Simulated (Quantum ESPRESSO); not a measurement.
# Al2O3 (R-3c) in Quantum ESPRESSO: phonons with LDA

Aim: the phonons of Al2O3 with LDA.

All numbers are computed with Quantum ESPRESSO 7.5; they aren't measurements. Logs are shortened: lines on timing, memory, paths and dates and some standing lists are left out, and cuts for length are marked.

**Measured values to compare with.**

“Multi-petahertz electron interference in Cr:Al2O3 solid-state material”, 2018, pmc:5906618 quotes, for a bulk crystal of Al2O3: band gap 8.7 eV (optical).

The runs below are set against these values where they give the same quantity.

**1. The structure**

The structure is trigonal, space group R-3c (No. 167). Conventional cell: a = 4.760 Å, b = 4.760 Å, c = 12.996 Å, α = 90.00°, β = 90.00°, γ = 120.00°. Al (site symmetry 3) is surrounded by 6 O at 1.85 to 1.97 Å. O (site symmetry 2) is surrounded by 4 Al at 1.85 to 1.97 Å.

**2. Phonons, LDA**

The input, pw.in:

```
&CONTROL
  calculation = 'scf'
  prefix = 'pwscf'
  outdir = './tmp'
  pseudo_dir = './pseudo'
  tprnfor = .true.
  tstress = .true.
  disk_io = 'low'
/
&SYSTEM
  ibrav = 0
  celldm(1) = 8
  nat = 10
  ntyp = 2
  ecutwfc = 84
  nbnd = 33
  occupations = 'smearing'
  smearing = 'fd'
  degauss = 0.00146997
/
&ELECTRONS
  conv_thr = 2d-09
  electron_maxstep = 120
  mixing_beta = 0.5
/
ATOMIC_SPECIES
Al    26.9815 Al.upf
O     15.9990 O.upf
CELL_PARAMETERS alat
  0.5622525760176   0.3246166761072   1.0232552010573
 -0.5622525760176   0.3246166761072   1.0232552010573
  0.0000000000000  -0.6492333522380   1.0232552010573
ATOMIC_POSITIONS crystal
Al     0.3521600000    0.3521600000    0.3521600000
Al     0.1478400000    0.1478400000    0.1478400000
Al     0.6478400000    0.6478400000    0.6478400000
Al     0.8521600000    0.8521600000    0.8521600000
O      0.5566800000    0.9433200000    0.2500000000
O      0.2500000000    0.5566800000    0.9433200000
O      0.9433200000    0.2500000000    0.5566800000
O      0.4433200000    0.0566800000    0.7500000000
O      0.7500000000    0.4433200000    0.0566800000
O      0.0566800000    0.7500000000    0.4433200000
K_POINTS automatic
4 4 4 0 0 0
```

The input, relax.in:

```
&CONTROL
  calculation = 'relax'
  prefix = 'pwscf'
  outdir = './tmp'
  pseudo_dir = './pseudo'
  tprnfor = .true.
  tstress = .true.
  disk_io = 'low'
  nstep = 40
  forc_conv_thr = 0.0001
  etot_conv_thr = 1d-06
/
&SYSTEM
  ibrav = 0
  celldm(1) = 8
  nat = 10
  ntyp = 2
  ecutwfc = 84
  nbnd = 33
  occupations = 'smearing'
  smearing = 'fd'
  degauss = 0.00146997
/
&ELECTRONS
  conv_thr = 2d-09
  electron_maxstep = 120
  mixing_beta = 0.5
/
&IONS
  ion_dynamics = 'bfgs'
/
ATOMIC_SPECIES
Al    26.9815 Al.upf
O     15.9990 O.upf
CELL_PARAMETERS alat
  0.5622525760165   0.3246166761117   1.0232552010586
 -0.5622525760165   0.3246166761117   1.0232552010586
 -0.0000000000000  -0.6492333522353   1.0232552010548
ATOMIC_POSITIONS crystal
Al     0.3521600000    0.3521600000    0.3521600000
Al     0.1478400000    0.1478400000    0.1478400000
Al     0.6478400000    0.6478400000    0.6478400000
Al     0.8521600000    0.8521600000    0.8521600000
O      0.5566800000    0.9433200000    0.2500000000
O      0.2500000000    0.5566800000    0.9433200000
O      0.9433200000    0.2500000000    0.5566800000
O      0.4433200000    0.0566800000    0.7500000000
O      0.7500000000    0.4433200000    0.0566800000
O      0.0566800000    0.7500000000    0.4433200000
K_POINTS automatic
4 4 4 0 0 0
```

The input, scf2.in:

```
&CONTROL
  calculation = 'scf'
  prefix = 'pwscf'
  outdir = './tmp'
  pseudo_dir = './pseudo'
  tprnfor = .true.
  tstress = .true.
  disk_io = 'low'
/
&SYSTEM
  ibrav = 0
  celldm(1) = 8
  nat = 10
  ntyp = 2
  ecutwfc = 84
  nbnd = 33
  occupations = 'fixed'
/
&ELECTRONS
  conv_thr = 1d-13
  electron_maxstep = 120
  mixing_beta = 0.5
  startingpot = 'file'
  startingwfc = 'file'
/
ATOMIC_SPECIES
Al    26.9815 Al.upf
O     15.9990 O.upf
CELL_PARAMETERS alat
  0.5622525760165   0.3246166761117   1.0232552010586
 -0.5622525760165   0.3246166761117   1.0232552010586
 -0.0000000000000  -0.6492333522353   1.0232552010548
ATOMIC_POSITIONS crystal
Al     0.3519823586    0.3519823586    0.3519823586
Al     0.1480176414    0.1480176414    0.1480176414
Al     0.6480176414    0.6480176414    0.6480176414
Al     0.8519823586    0.8519823586    0.8519823586
O      0.5554585901    0.9445414099    0.2500000000
O      0.2500000000    0.5554585901    0.9445414099
O      0.9445414099    0.2500000000    0.5554585901
O      0.4445414099    0.0554585901    0.7500000000
O      0.7500000000    0.4445414099    0.0554585901
O      0.0554585901    0.7500000000    0.4445414099
K_POINTS automatic
4 4 4 0 0 0
```

The input, ph.in:

```
phonons of Al2O3
&INPUTPH
  prefix = 'pwscf'
  outdir = './tmp'
  tr2_ph = 1d-18
  fildyn = 'dyn'
  niter_ph = 90
  alpha_mix(1) = 0.7
  epsil = .true.
/
0.0000000000 0.0000000000 0.0000000000
```

The input, dynmat.in:

```
&INPUT
  fildyn = 'dyn'
  asr = 'crystal'
  lperm = .true.
  filout = 'dynmat.disp'
  fileig = 'dynmat.eig'
/
```

The input, dynmat_lo.in:

```
&INPUT
  fildyn = 'dyn'
  asr = 'crystal'
  filout = 'dynmat_lo.disp'
  fileig = 'dynmat_lo.eig'
  q(1) = 0
  q(2) = 0
  q(3) = 1
/
```

Potentials or basis: PseudoDojo 0.4.1 SR LDA standard.

Run with:

```
OMP_NUM_THREADS=1 mpirun -n 8 pw.x -nk 2 -in pw.in > pw.out
OMP_NUM_THREADS=1 mpirun -n 8 pw.x -nk 2 -in relax.in > relax.out
OMP_NUM_THREADS=1 mpirun -n 8 pw.x -nk 2 -in scf2.in > scf2.out
OMP_NUM_THREADS=1 mpirun -n 8 ph.x -nk 2 -in ph.in > ph.out
OMP_NUM_THREADS=1 mpirun -n 1 dynmat.x -in dynmat.in > dynmat.out
OMP_NUM_THREADS=1 mpirun -n 1 dynmat.x -in dynmat_lo.in > dynmat_lo.out
```

pw.out:

```text
This program is part of the open-source Quantum ESPRESSO suite
     for quantum simulation of materials; please cite
[... 6 lines left out ...]
     using ibrav=0 with symmetry is DISCOURAGED, use correct ibrav instead

     K-points division:     npool     =       2
     Subspace diagonalization in iterative solution of the eigenvalue problem:
     a serial algorithm will be used

     --------------------
     sticks:   dense  smooth     PW     G-vecs:    dense   smooth      PW
     Min         519     519    147                14941    14941    2268
     Max         520     520    148                14942    14942    2269
     Sum        2077    2077    589                59765    59765    9073

     Using Slab Decomposition

     bravais-lattice index     =            0
     lattice parameter (alat)  =       8.0000  a.u.
     unit-cell volume          =     573.7299 (a.u.)^3
     number of atoms/cell      =           10
     number of atomic types    =            2
     number of electrons       =        48.00
     number of Kohn-Sham states=           33
     kinetic-energy cutoff     =      84.0000  Ry
     charge density cutoff     =     336.0000  Ry
     scf convergence threshold =      2.0E-09
     mixing beta               =       0.5000
     number of iterations used =            8  plain     mixing
     Exchange-correlation= SLA  PW   NOGX NOGC
                           (   1   4   0   0   0   0   0)

     celldm(1)=   8.000000  celldm(2)=   0.000000  celldm(3)=   0.000000
     celldm(4)=   0.000000  celldm(5)=   0.000000  celldm(6)=   0.000000

     crystal axes: (cart. coord. in units of alat)
               a(1) = (   0.562253   0.324617   1.023255 )
               a(2) = (  -0.562253   0.324617   1.023255 )
               a(3) = (   0.000000  -0.649233   1.023255 )

     reciprocal axes: (cart. coord. in units 2 pi/alat)
               b(1) = (  0.889280  0.513426  0.325758 )
               b(2) = ( -0.889280  0.513426  0.325758 )
               b(3) = (  0.000000 -1.026852  0.325758 )

     PseudoPot. # 1 for Al read from file:
     Al.upf
     Pseudo is Norm-conserving + core correction, Zval =  3.0
     Generated using ONCVPSP code by D. R. Hamann
     Using radial grid of 1854 points,  6 beta functions with:
                l(1) =   0
                l(2) =   0
                l(3) =   1
                l(4) =   1
                l(5) =   2
                l(6) =   2

     PseudoPot. # 2 for O  read from file:
     O.upf
     Pseudo is Norm-conserving + core correction, Zval =  6.0
     Generated using ONCVPSP code by D. R. Hamann
     Using radial grid of  926 points,  5 beta functions with:
                l(1) =   0
                l(2) =   0
                l(3) =   1
                l(4) =   1
                l(5) =   2

     atomic species   valence    mass     pseudopotential
     Al                3.00    26.98150     Al( 1.00)
     O                 6.00    15.99900     O ( 1.00)

     12 Sym. Ops., with inversion, found ( 6 have fractional translation)

   Cartesian axes

     site n.     atom                  positions (alat units)
         1        Al     tau(   1) = (  -0.0000000  -0.0000000   1.0810487  )
         2        Al     tau(   2) = (  -0.0000000  -0.0000000   0.4538341  )
         3        Al     tau(   3) = (   0.0000000  -0.0000000   1.9887169  )
         4        Al     tau(   4) = (  -0.0000000  -0.0000000   2.6159315  )
         5        O      tau(   5) = (  -0.2173893   0.3246167   1.7906966  )
         6        O      tau(   6) = (  -0.1724316  -0.3505730   1.7906966  )
         7        O      tau(   7) = (   0.3898210   0.0259563   1.7906966  )
         8        O      tau(   8) = (   0.2173893  -0.3246167   1.2790690  )
         9        O      tau(   9) = (   0.1724316   0.3505730   1.2790690  )
        10        O      tau(  10) = (  -0.3898210  -0.0259563   1.2790690  )

     number of k points=    13  Fermi-Dirac smearing, width (Ry)=  0.0015
                       cart. coord. in units 2pi/alat
        k(    1) = (   0.0000000   0.0000000   0.0000000), wk =   0.0312500
        k(    2) = (   0.0000000  -0.2567130   0.0814394), wk =   0.1875000
        k(    3) = (  -0.0000000   0.5134261  -0.1628789), wk =   0.0937500
        k(    4) = (  -0.2223200  -0.1283565   0.1628789), wk =   0.1875000
        k(    5) = (  -0.2223200   0.6417826  -0.0814394), wk =   0.3750000
        k(    6) = (  -0.2223200   0.3850696   0.0000000), wk =   0.1875000
        k(    7) = (   0.4446400   0.2567130  -0.3257578), wk =   0.0937500
        k(    8) = (  -0.0000000   0.0000000   0.2443183), wk =   0.0625000
        k(    9) = (  -0.0000000   0.7701391   0.0000000), wk =   0.1875000
        k(   10) = (  -0.0000000   0.5134261   0.0814394), wk =   0.1875000
        k(   11) = (   0.6669600   0.3850696  -0.2443183), wk =   0.1875000
        k(   12) = (   0.6669600   0.1283565  -0.1628789), wk =   0.1875000
        k(   13) = (   0.0000000   0.0000000  -0.4886367), wk =   0.0312500

     Dense  grid:    59765 G-vectors     FFT dimensions: (  60,  60,  60)

     Initial potential from superposition of free atoms

     starting charge      47.9912, renormalised to      48.0000
     Starting wfcs are   40 randomized atomic wfcs

     Self-consistent Calculation

     iteration #  1     ecut=    84.00 Ry     beta= 0.50
     Davidson diagonalization with overlap
     ethr =  1.00E-02,  avg # of iterations =  4.3

     total energy              =    -217.85694370 Ry
     estimated scf accuracy    <       1.89917094 Ry

     iteration #  2     ecut=    84.00 Ry     beta= 0.50
     Davidson diagonalization with overlap
     ethr =  3.96E-03,  avg # of iterations =  2.0

     total energy              =    -218.38537776 Ry
     estimated scf accuracy    <       0.18399856 Ry

     iteration #  3     ecut=    84.00 Ry     beta= 0.50
     Davidson diagonalization with overlap
     ethr =  3.83E-04,  avg # of iterations =  7.6
[... 29 lines left out ...]
     total energy              =    -218.40709295 Ry
     estimated scf accuracy    <       0.00000801 Ry

     iteration #  8     ecut=    84.00 Ry     beta= 0.50
     Davidson diagonalization with overlap
     ethr =  5.34E-09,  avg # of iterations =  2.2

     total energy              =    -218.40709488 Ry
     estimated scf accuracy    <       0.00000012 Ry

     iteration #  9     ecut=    84.00 Ry     beta= 0.50
     Davidson diagonalization with overlap
     ethr =  2.58E-10,  avg # of iterations =  2.0

     End of self-consistent calculation

          k = 0.0000 0.0000 0.0000 (  7445 PWs)   bands (ev):

   -11.6004  -9.1695  -8.8747  -8.8747  -8.5446  -8.5446   0.3853   1.3992
     1.7512   1.7512   2.8905   2.9740   2.9740   3.9802   4.3546   5.9041
     5.9041   6.0452   6.0452   6.8649   6.8649   7.3110   7.3110   7.3519
    13.5606  16.3601  17.8549  18.7254  18.7254  18.8080  19.5131  19.5131
    19.5245

          k = 0.0000-0.2567 0.0814 (  7447 PWs)   bands (ev):

   -11.2733  -9.4418  -8.9608  -8.9265  -8.6899  -8.5791   0.6611   1.1956
     1.3770   2.2177   2.7120   3.1357   4.4084   4.6466   4.9818   5.2627
     5.5047   5.9082   5.9509   6.0265   6.5928   6.9103   7.2030   7.2431
    14.7810  17.2145  17.3352  17.9255  18.1660  18.4851  19.6659  19.8295
    19.9330

          k =-0.0000 0.5134-0.1629 (  7490 PWs)   bands (ev):

   -10.4109 -10.4109  -8.8942  -8.8942  -8.7606  -8.7606   0.8555   0.8555
     2.1242   2.1242   3.7363   3.7363   3.9134   3.9134   5.1290   5.1290
     5.7925   5.7925   6.0075   6.0075   6.4444   6.4444   7.0844   7.0844
    16.6838  16.6838  16.8441  16.8441  18.9215  18.9215  19.2657  19.2657
    19.9455

          k =-0.2223-0.1284 0.1629 (  7447 PWs)   bands (ev):

   -11.1880  -9.3304  -9.1065  -8.9403  -8.8863  -8.5162   0.9639   1.0971
     1.7665   2.4480   2.5527   3.0831   4.1453   4.7771   5.0175   5.1712
     5.4098   5.6050   5.9186   6.3667   6.3837   6.7646   7.0881   7.1887
    15.0352  17.2834  17.3577  17.8973  18.4155  18.6309  18.9904  19.7499
    20.3139

          k =-0.2223 0.6418-0.0814 (  7475 PWs)   bands (ev):

   -10.5458  -9.8933  -9.2753  -9.0844  -8.9311  -8.5176   1.2227   1.4998
     1.7599   2.4723   3.1649   3.2721   3.9714   4.1590   4.8771   5.1501
     5.6204   5.8921   6.0071   6.1048   6.4144   6.5792   6.9444   7.0048
    16.3085  16.9960  17.1431  17.5907  17.6475  18.2271  18.8699  19.7388
    20.0007

          k =-0.2223 0.3851 0.0000 (  7463 PWs)   bands (ev):

   -10.7618  -9.7640  -9.3026  -8.8543  -8.7732  -8.7006   1.0456   1.2971
     1.6135   2.2493   2.9780   3.1720   4.4395   4.7445   4.8162   5.3044
     5.6833   5.7141   5.8669   5.9401   6.4313   6.7623   7.0520   7.1860
    15.9976  16.6757  17.0205  17.5449  17.7524  18.2974  19.1971  19.8098
    20.1085

          k = 0.4446 0.2567-0.3258 (  7466 PWs)   bands (ev):

   -10.3895  -9.7090  -9.4628  -9.2705  -9.0189  -8.4975   1.1624   1.6101
     2.5938   2.7390   3.0966   3.4089   3.5381   4.0664   4.7794   5.0187
     5.5656   5.7966   5.9671   6.0466   6.3239   6.4238   6.6109   7.1012
    16.7734  16.9743  17.1361  17.6199  18.2398  18.4536  18.5636  19.9774
    20.0231
[... 35 lines left out ...]
   -10.0733 -10.0733  -9.4937  -9.4937  -8.6001  -8.6001   1.5487   1.5487
     2.3041   2.3041   3.2420   3.2420   3.8232   3.8232   5.1512   5.1512
     5.4201   5.4201   6.1678   6.1678   6.5070   6.5070   6.8001   6.8001
    17.0139  17.0139  17.3135  17.3135  17.8186  17.8186  19.1938  19.1938
    20.4878

          k = 0.0000 0.0000-0.4886 (  7452 PWs)   bands (ev):

   -10.5706 -10.5706  -8.7317  -8.7317  -8.7317  -8.7317   1.7066   1.7066
     2.8644   2.8644   2.8644   2.8644   3.2552   3.2552   5.0789   5.0789
     5.3309   5.3309   5.3309   5.3309   6.9722   6.9722   6.9722   6.9722
    15.9357  15.9357  18.1742  18.1742  19.6016  19.6017  19.8792  19.8792
    19.8792

     the Fermi energy is    12.5657 ev

!    total energy              =    -218.40709491 Ry
     estimated scf accuracy    <          2.4E-10 Ry
     smearing contrib. (-TS)   =       0.00000000 Ry
     internal energy E=F+TS    =    -218.40709491 Ry

     The total energy is F=E-TS. E is the sum of the following terms:
     one-electron contribution =     -34.93010598 Ry
     hartree contribution      =      52.59794770 Ry
     xc contribution           =     -59.84499033 Ry
     ewald contribution        =    -176.22994631 Ry

     convergence has been achieved in   9 iterations

     Forces acting on atoms (cartesian axes, Ry/au):

     atom    1 type  1   force =     0.00000000   -0.00000000   -0.00211020
     atom    2 type  1   force =    -0.00000000    0.00000000    0.00211020
     atom    3 type  1   force =    -0.00000000    0.00000000    0.00211020
     atom    4 type  1   force =     0.00000000   -0.00000000   -0.00211020
     atom    5 type  2   force =    -0.00522878    0.00000000   -0.00000000
     atom    6 type  2   force =     0.00261439   -0.00452826   -0.00000000
     atom    7 type  2   force =     0.00261439    0.00452826    0.00000000
     atom    8 type  2   force =     0.00522878   -0.00000000   -0.00000000
     atom    9 type  2   force =    -0.00261439    0.00452826    0.00000000
     atom   10 type  2   force =    -0.00261439   -0.00452826   -0.00000000

     Total force =     0.013485     Total SCF correction =     0.000007

     Computing stress (Cartesian axis) and pressure

          total   stress  (Ry/bohr**3)                   (kbar)     P=      -72.80
  -0.00049165   0.00000000   0.00000000          -72.32        0.00        0.00
   0.00000000  -0.00049165  -0.00000000            0.00      -72.32       -0.00
   0.00000000  -0.00000000  -0.00050143            0.00       -0.00      -73.76

=------------------------------------------------------------------------------=
   JOB DONE.
=------------------------------------------------------------------------------=
```

Wall time 14 min (8 MPI ranks of Intel Xeon 6975P-C (Granite Rapids), shared host); peak memory 0.72 GiB.

What came out:

| Item | Value |
| --- | --- |
| Free energy | -2971.5825 eV |
| Pressure after relaxing | -7.2 GPa |
| Band gap on the k mesh | 6.23 eV, direct |
| Electronic dielectric tensor (diagonal) | 3.23, 3.23, 3.19 |
| Born charges (mean of the diagonal) | Al +2.94; O -1.96 e |
| Highest phonon frequency at Γ, LO-TO splitting left out | 725 cm⁻¹ |
| Static dielectric tensor (diagonal) | 9.73, 9.73, 11.79 |

Step by step:
```tsv
step	energy change (eV)	largest force (eV/Å)	pressure (GPa)
1	0.0000	0.1344	-7.28
2	-0.0019	0.0709	-7.25
3	-0.0026	0.0007	-7.22
4	-0.0026	0.0005	-7.22
```

Final structure:
```
Al O
1.0
     2.38025    1.37424    4.33187
    -2.38025    1.37424    4.33187
     0.00000   -2.74848    4.33187
Al O
4 6
Direct
  0.35198 0.35198 0.35198
  0.14802 0.14802 0.14802
  0.64802 0.64802 0.64802
  0.85198 0.85198 0.85198
  0.55546 0.94454 0.25000
  0.25000 0.55546 0.94454
  0.94454 0.25000 0.55546
  0.44454 0.05546 0.75000
  0.75000 0.44454 0.05546
  0.05546 0.75000 0.44454
```

Phonon frequencies in cm⁻¹ (negative: imaginary):
| q point | frequencies |
| --- | --- |
| (0.000, 0.000, 0.000) | -2 -2 -1 297 368 368 373 373 387 407 418 418 426 426 435 435 516 548 548 557 558 558 585 611 611 623 674 724 724 725 |

Electronic dielectric tensor:
```
3.23 0.00 0.00
0.00 3.23 0.00
0.00 0.00 3.19
```

Born effective charge tensors (e):
atom 1, Al
```
 2.95 -0.03  0.00
 0.03  2.95  0.00
 0.00  0.00  2.93
```
atom 2, Al
```
 2.95  0.03  0.00
-0.03  2.95  0.00
 0.00  0.00  2.93
```
atom 3, Al
```
 2.95 -0.03  0.00
 0.03  2.95  0.00
 0.00  0.00  2.93
```
atom 4, Al
```
 2.95  0.03  0.00
-0.03  2.95  0.00
 0.00  0.00  2.93
```
atom 5, O
```
-2.07  0.00  0.00
 0.00 -1.87  0.25
 0.00  0.34 -1.95
```
atom 6, O
```
-1.92  0.09 -0.22
 0.09 -2.02 -0.13
-0.30 -0.17 -1.95
```
atom 7, O
```
-1.92 -0.09  0.22
-0.09 -2.02 -0.13
 0.30 -0.17 -1.95
```
atom 8, O
```
-2.07  0.00  0.00
 0.00 -1.87  0.25
 0.00  0.34 -1.95
```
atom 9, O
```
-1.92  0.09 -0.22
 0.09 -2.02 -0.13
-0.30 -0.17 -1.95
```
atom 10, O
```
-1.92 -0.09  0.22
-0.09 -2.02 -0.13
 0.30 -0.17 -1.95
```

Optical modes at Γ, degenerate ones joined, polar ones without the macroscopic field:
| cm⁻¹ | components | symmetry | active in | IR intensity, summed ((D/Å)²/amu) |
| --- | --- | --- | --- | --- |
| 297 | 1 | A2g | silent | 0.00 |
| 368 | 2 | Eg | Raman | 0.00 |
| 373 | 2 | Eu | IR | 2.53 |
| 387 | 1 | A2u | IR | 40.40 |
| 407 | 1 | A1g | Raman | 0.00 |
| 418 | 2 | Eg | Raman | 0.00 |
| 426 | 2 | Eu | IR | 40.24 |
| 435 | 2 | Eg | Raman | 0.00 |
| 516 | 1 | A2g | silent | 0.00 |
| 548 | 2 | Eu | IR | 79.61 |
| 557 | 1 | A2u | IR | 22.81 |
| 558 | 2 | Eg | Raman | 0.00 |
| 585 | 1 | A1u | silent | 0.00 |
| 611 | 2 | Eu | IR | 5.00 |
| 623 | 1 | A1g | Raman | 0.00 |
| 674 | 1 | A1u | silent | 0.00 |
| 724 | 2 | Eg | Raman | 0.00 |
| 725 | 1 | A2g | silent | 0.00 |

Zone-centre frequencies without and with the macroscopic field along z (cm⁻¹):
```
                                                                                              optical modes in rising order
       without  297 368 368 373 373 387 407 418 418 426 426 435 435 516 548 548 557 558 558 585 611 611 623 674 724 724 725
with the field  297 368 368 373 373 407 418 418 426 426 435 435 489 516 548 548 558 558 585 611 611 623 674 724 724 725 847
```

Static dielectric tensor, electrons and zone-centre modes:
```
 9.73  0.00  0.00
 0.00  9.73  0.00
 0.00  0.00 11.79
```

Caveat: the cell is more than 3 GPa from zero pressure, which shifts response properties; on a mesh that holds Γ this program's dielectric tensor can be off by some percent beyond the error of the mesh.

**3. Comparison with measurements**

Step 2. Against the measured gap of Al2O3, 8.7 eV (optical; quoted in “Multi-petahertz electron interference in Cr:Al2O3 solid-state material”, 2018, pmc:5906618), the calculated 6.23 eV is off by -2.47 eV. The value is that of LDA, without temperature or zero-point motion. Semilocal functionals fall short of measured gaps as a rule.
